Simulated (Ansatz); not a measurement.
# Stack of TiGe2N4 under honeycomb AsN, shifted by a third of the diagonal in a perpendicular field, part 3 of 3

Aim: how the stack of TiGe2N4 under honeycomb AsN, shifted by a third of the diagonal screens a field along its normal, and what the field does to its bands. A positive field points along +c.

Ansatz 0.2.0; plane-wave DFT, PBE-D3(BJ), Ansatz PAW.

So far, gap along the path (eV): step 3 (single point, field 0) 1.25; step 5 (field -0.1 V/Å) 1.17; step 6 (field 0.2 V/Å) 1.18; step 7 (field -0.2 V/Å) 0.993; step 8 (field 0.35 V/Å) 1.00.

## (9) Response, atoms held

This step: plane-wave DFT, PBE-D3(BJ), Ansatz PAW; response to a field along the normal, atoms held (Ansatz 0.2.0).

The dipoles give the slope, and the difference of two potentials shows where the field is screened.

This step gave:

| Property | Result |
| --- | --- |
| equivalent conductor thickness p/(ε₀AE) | 11.58 Å |
| distance between the outer atoms | 11.52 Å |

Dipole of the cell against applied field:

```csv
applied field (V/Å),dipole of the cell (e·Å)
-0.200,-0.0243
-0.100,0.0265
0.000,0.0771
0.100,0.128
0.200,0.178
0.350,0.254
```

Local field over the applied field, running mean. From the potentials at -0.1 and 0.1 V/Å; running mean over 2.5 Å. The local field over applied field by z:

| z (Å) | local field over applied field |
| --- | --- |
| 5 | 0.999 |
| 6 | 0.984 |
| 7 | 0.875 |
| 8 | 0.574 |
| 9 | 0.260 |
| 10 | 0.132 |
| 11 | 0.102 |
| 12 | 0.0637 |
| 13 | 0.0489 |
| 14 | 0.0917 |
| 15 | 0.115 |
| 16 | 0.185 |
| 17 | 0.398 |
| 18 | 0.543 |
| 19 | 0.384 |
| 20 | 0.144 |
| 21 | 0.202 |
| 22 | 0.524 |
| 23 | 0.840 |
| 24 | 0.970 |
| 25 | 0.996 |

The induced electron density oscillates, so the rows of the table below give means over windows of 1 Å about each position, cut where the curve ends. Its maxima inside the range that stand out by 2 % of the span (Å: e/Å³ per V/Å): 8.3: 0.00382, 9.2: 0.00167, 10.6: 0.00109, 11.5: 0.00161, 13.1: 0.00122, 14.2: 1.1e-4, 15.5: 0.00173, 16.4: -5.0e-4, 18.9: 0.00341, 19.8: 0.00173, 21.0: -4.9e-4. Its minima: 8.9: 6.3e-4, 9.9: -0.00183, 11.2: -1.4e-4, 12.3: -0.00124, 13.7: -0.00168, 14.6: -0.00103, 16.1: -0.00171, 17.1: -0.00333, 19.5: 9.8e-4, 20.7: -8.7e-4, 21.7: -0.00350.

Electrons, planar mean, per unit field. Table of induced electron density by z; means over each step:

| z (Å) | induced electron density (e/Å³ per V/Å) |
| --- | --- |
| 5 | 7.2e-6 |
| 6 | 8.4e-5 |
| 7 | 7.4e-4 |
| 8 | 0.00304 |
| 9 | 0.00136 |
| 10 | -7.0e-4 |
| 11 | 6.1e-4 |
| 12 | -1.0e-4 |
| 13 | 4.8e-4 |
| 14 | -6.7e-4 |
| 15 | 1.5e-4 |
| 16 | -4.5e-4 |
| 17 | -0.00254 |
| 18 | 2.7e-5 |
| 19 | 0.00259 |
| 20 | 6.9e-4 |
| 21 | -0.00122 |
| 22 | -0.00295 |
| 23 | -9.6e-4 |
| 24 | -1.7e-4 |
| 25 | -2.6e-5 |

The smaller of the gaps on the path and on the k-mesh, counted as 0 under 0.03 eV. Table of gap by applied field:

| applied field (V/Å) | gap (eV) |
| --- | --- |
| -0.200 | 0.993 |
| -0.100 | 1.17 |
| 0.000 | 1.25 |
| 0.100 | 1.22 |
| 0.200 | 1.18 |
| 0.350 | 1.00 |

By hand: between -0.1 and 0.1 V/Å the dipole changes by 0.1011 e·Å, a slope of 0.5055 e·Å²/V. A perfect conductor of thickness t has p = ε₀AEt, so t = 180.95 × 0.5055 / 7.901 = 11.58 Å (e/ε₀ = 180.95 V·Å, A in Å²).

The induced dipole is that of a conductor 11.58 Å thick.

## (10) A changed input

This step: plane-wave DFT, PBE-D3(BJ), Ansatz PAW, but for the change named below (Ansatz 0.2.0).

A run with a changed input: it repeats the earlier run at 0.1 V/Å with hamiltonian.dispersion from d3bj to d4, scf.convergence.dr2_threshold from 1e-10 to 0.0001 and kpoints.mp_grid.grid from [18, 18, 1] to [27, 27, 1].

Input file input.yaml:

```yaml
crystal:
  lattice:
    - [3.0204425667, 0.0, 0.0]
    - [-1.5102212834, 2.6157799935, 0.0]
    - [0.0, 0.0, 29.5197637116]
  atoms:
    - { symbol: "N", position: [0.0, 0.0, 0.3048804892] }
    - { symbol: Ge, position: [0.3333333333, 0.6666666667, 0.3262704611] }
    - { symbol: "N", position: [0.3333333333, 0.6666666667, 0.3898081509] }
    - { symbol: Ti, position: [0.0, 0.0, 0.4287209478] }
    - { symbol: "N", position: [0.3333333333, 0.6666666667, 0.4676203788] }
    - { symbol: Ge, position: [0.3333333333, 0.6666666667, 0.5311361703] }
    - { symbol: "N", position: [0.0, 0.0, 0.5524506293] }
    - { symbol: "N", position: [0.0, 0.0, 0.6634860548] }
    - { symbol: As, position: [0.6666666667, 0.3333333333, 0.6951195108] }
kpoints:
  mp_grid: { grid: [27, 27, 1] }
  band_path:
    path: [[0, 0, 0], [0.5, 0, 0], [0.33333333, 0.33333333, 0], [0, 0, 0]]
    npoints: 16
hamiltonian:
  xc: pbe
  dispersion: d4
scf:
  occupations: { method: fermi_dirac, width: 0.05 }
  convergence: { dr2_threshold: 0.0001 }
efield:
  axis: 3
  dipole_correction: true
  ramp_position: 0.97
  ramp_width: 0.06
  amplitude: 0.1
output:
  write_potential: true
  write_density: true
  volumetric_format: npy
```

On the command line:

```console
ansatz run input.yaml --threads 4 --pin off --max-ram 6144MiB --backend cpu --events-out ev --progress --plain --runs-dir out
```

Numbers of over 12 decimals in the logs are rounded to 6 here.

Output:

```text
[...]
Crystal: 9 atoms, lattice volume = 233.230 Å³
Basis set: ecut = 420 eV, 4467 PW (Γ)
Bands: 49, of which v1, the nominal top of the filled ones, is band 40 counted from 1 (39 counted from 0)
Symmetry: 6 space group operations
[...]
k-points: 75 of 729 (time reversal used)
[...]
SCF iter   1: F=—  HF=-17879.439674 eV  |F-HF|=—  |Δ(HF+E_count)|=         —  Δρ=1.21e-1  dr2=4.23e1  ethr=3.10e-3  p=0.061 e·Å  D=4.74e-2 V/Å  ΔV_dip=-1.40 eV  dr2_dipole=2.97e-1  V_vac-E_F(+/−)=8.32/7.04 eV  ⟨swp⟩=7.2  Hψ=14769  notcnv=0  defer=28
[...]
SCF iter  15: F=-17869.162203 eV  HF=-17869.162255 eV  |F-HF|=5.19e-5  |Δ(HF+E_count)|=   4.22e-6  Δρ=1.27e-4  dr2=7.07e-5  ethr=1.25e-7  p=0.129 e·Å  D=9.99e-2 V/Å  ΔV_dip=-2.95 eV  dr2_dipole=7.26e-6  V_vac-E_F(+/−)=5.26/5.54 eV  ⟨swp⟩=13.5  Hψ=21518  notcnv=0
SCF 1 converged in 15 iterations: F = -17869.162203 eV  dr2 = 7.07e-5
[...]
SCF converged after 15 iterations
Free energy (F): -17869.162203 eV
[...]
Internal energy: -17869.162201 eV  (E = F + TS)
E sigma→0 (E₀):  -17869.162202 eV
Entropy (-TS):   -0.000002 eV (-0.000 meV/atom)
Fermi energy:    1.957772 eV
Dipole field:    D = 0.096524 V/Å  (p = 0.124410 e·Å, saw-weighted, corrected)
Work function:   not extracted (applied field tilts the vacuum); planar V_es + V_field profile in the machine report
[...]
--- Band table (eV; the first three rows and the last of 75) ---
  k-point 0: bands = [... 36 lower, 0.6038, 0.7363, 0.7363, 1.2461, 3.1481, 3.2532, 4.8055, 4.9553, ... 5 higher]
  k-point 1: bands = [... 36 lower, 0.5984, 0.7139, 0.7412, 1.2815, 3.2551, 3.3214, 4.8448, 4.9274, ... 5 higher]
  k-point 2: bands = [... 36 lower, 0.5337, 0.6497, 0.7885, 1.3402, 3.3919, 3.5943, 4.8480, 4.9429, ... 5 higher]
  k-point 74: bands = [... 36 lower, -0.7811, -0.3624, 0.4427, 0.9994, 2.9821, 3.8173, 4.1371, 5.7028, ... 5 higher]
```

The job ended after 45 s (4 threads of Arm Neoverse V2, shared host; peak memory 1.2 GiB).

| quantity | this run | earlier run | difference |
| --- | --- | --- | --- |
| dipole along the normal (e·Å) | 0.1244 | 0.1276 | -0.0032 |
| gap along the path (eV) | 1.229 | 1.224 | 0.0050 |
| smallest direct gap along the path (eV) | 1.646 | 1.632 | 0.014 |

What moves beyond 0.01 in its unit (for the dipole 0.5 % and 5e-5 e·Å): dipole along the normal (-0.00318 e·Å) and smallest direct gap along the path (+0.0144 eV).

The change shows in the results, which are not taken further.

## (11) A changed input

This step: plane-wave DFT, PBE-D3(BJ), Ansatz PAW (Ansatz 0.2.0).

An input spoilt on purpose, to show how the run answers: it repeats the earlier run at 0.1 V/Å with efield.ramp_width from 0.06 to 0.9, and scf.max_iter set to 80.

input.yaml: that of step 10 with these lines changed.

```diff
@@ -16,3 +16,3 @@
 kpoints:
-  mp_grid: { grid: [27, 27, 1] }
+  mp_grid: { grid: [18, 18, 1] }
   band_path:
@@ -22,6 +22,7 @@
   xc: pbe
-  dispersion: d4
+  dispersion: d3bj
 scf:
   occupations: { method: fermi_dirac, width: 0.05 }
-  convergence: { dr2_threshold: 0.0001 }
+  convergence: { dr2_threshold: 1.0e-10 }
+  max_iter: 80
 efield:
@@ -30,3 +31,3 @@
   ramp_position: 0.97
-  ramp_width: 0.06
+  ramp_width: 0.9
   amplitude: 0.1
```

Output:

```text
Engine: ansatz 0.2.0, aarch64-unknown-linux-gnu
Pseudopotentials: kind: paw
Pseudopotential: N, paw, valence charge 5, recommended cutoff 420 eV (normal), N.paw.azcp
Pseudopotential: Ge, paw, valence charge 14, recommended cutoff 420 eV (normal), Ge.paw.azcp
Pseudopotential: Ti, paw, valence charge 12, recommended cutoff 420 eV (normal), Ti.paw.azcp
Pseudopotential: As, paw, valence charge 15, recommended cutoff 420 eV (normal), As.paw.azcp
Functional definition: PBE
  parameter kappa = 0.804
  parameter beta = 0.066725
  exchange = pbe_x(kappa = kappa, mu = beta*pi^2/3)
  correlation = pbe_c(beta = beta)
Crystal: 9 atoms, lattice volume = 233.230 Å³
Basis set: ecut = 420 eV, 4467 PW (Γ)
Bands: 49, of which v1, the nominal top of the filled ones, is band 40 counted from 1 (39 counted from 0)
Symmetry: 6 space group operations
Space group: P3m1 (ITA 156), of the structure as read, at distance tolerance 6.2e-5 Å
k-points: 37 of 324 (time reversal used)
Non-local potential: N, projectors of the file, l = 0: 2, l = 1: 2, l = 2: 1
Non-local potential: Ge, projectors of the file, l = 0: 2, l = 1: 2, l = 2: 3, l = 3: 1
Non-local potential: Ti, projectors of the file, l = 0: 3, l = 1: 2, l = 2: 3, l = 3: 1
Non-local potential: As, projectors of the file, l = 0: 2, l = 1: 2, l = 2: 3, l = 3: 1
PAW form: soft (Blöchl's): semilocal exchange-correlation on the pseudo side does not see the compensation charge
PAW one-centre angular grid: N, 110 points (default); XC on 64 Gauss nodes
PAW one-centre angular grid: Ge, 590 points (default); XC on 64 Gauss nodes
PAW one-centre angular grid: Ti, 590 points (default); XC on 64 Gauss nodes
PAW one-centre angular grid: As, 590 points (default); XC on 64 Gauss nodes
Initial density: superposition of atomic densities (neutral atoms: chi_scale 0, normalization atom, screened), built separately for each of the 2 bonded fragments (scf.initial_density.interfragment_charge_transfer: auto; true builds it for the cell as a whole; a typed value also counts as a typed key of the start: scf.initial_density.chi_scale says what that changes, if anything)
Initial wavefunctions: pseudopotential atomic-orbital guess
Functional: x = pbe(κ = 0.804, μ = 0.219515), c = pbe(β = 0.066725)
Error: efield: ion 0 (N) at fractional coordinate 0.3049 along the field axis lies inside the sawtooth ramp with 2 of the planes that the density is read on at each end, [0.9600, 0.8800] — the ramp must sit in vacuum (an ion there feels the fictitious reversed slope); set or move the ramp (efield.ramp_position / ramp_width) or move the geometry
```

The job ended after 0.28 s (4 threads; peak memory 0.43 GiB).

The input was rejected at the start.

The program's message: “Error: efield: ion 0 (N) at fractional coordinate 0.3049 along the field axis lies inside the sawtooth ramp with 2 of the planes that the density is read on at each end, [0.9600, 0.8800] — the ramp mu …”

The fault put into the input: a ramp so wide that it reaches the atoms.

## (12) Results

| Property | Result |
| --- | --- |
| gap without field | 1.25 eV |
| ionisation energy, upper face | 5.10 eV |
| electron affinity, upper face | 3.85 eV |
| step between the vacuum levels | -1.77 eV |
| equivalent conductor thickness, atoms held | 11.6 Å |

**Reading.** The induced dipole equals that of a perfect conductor 11.58 Å thick, while the outer atoms lie 11.52 Å apart; an out-of-plane ε follows only once a thickness t is chosen, by 1 − 1/ε = 11.58 Å / t. The two faces differ: the vacuum level above lies 1.77 eV lower than the one below. The gap goes from 1.25 eV to 1.00 eV at 0.35 V/Å. With the field reversed the gap is 0.99 eV at -0.2 V/Å. Semilocal functionals give gaps that are too small, and excitons are not included. Spin-orbit coupling is left out. The outer anions sit over the metal atoms, one of several polytypes of such layers and not the lowest for every compound.

[Logs are printed without paths, hosts, clocks, repeated set-up lines and the standing remarks that a program may print on its own settings, such as how far it seeks lower states.]

[Hosts, paths, dates, database ids (printed as entryN), source tags and the programs' standing remarks are cut or masked in the printed files.]

[Maps of the electrostatic potential energy from Ansatz leave out the sawtooth potential of an applied field or a dipole correction, so their vacuum need not be flat; planar profiles and work functions include it.]
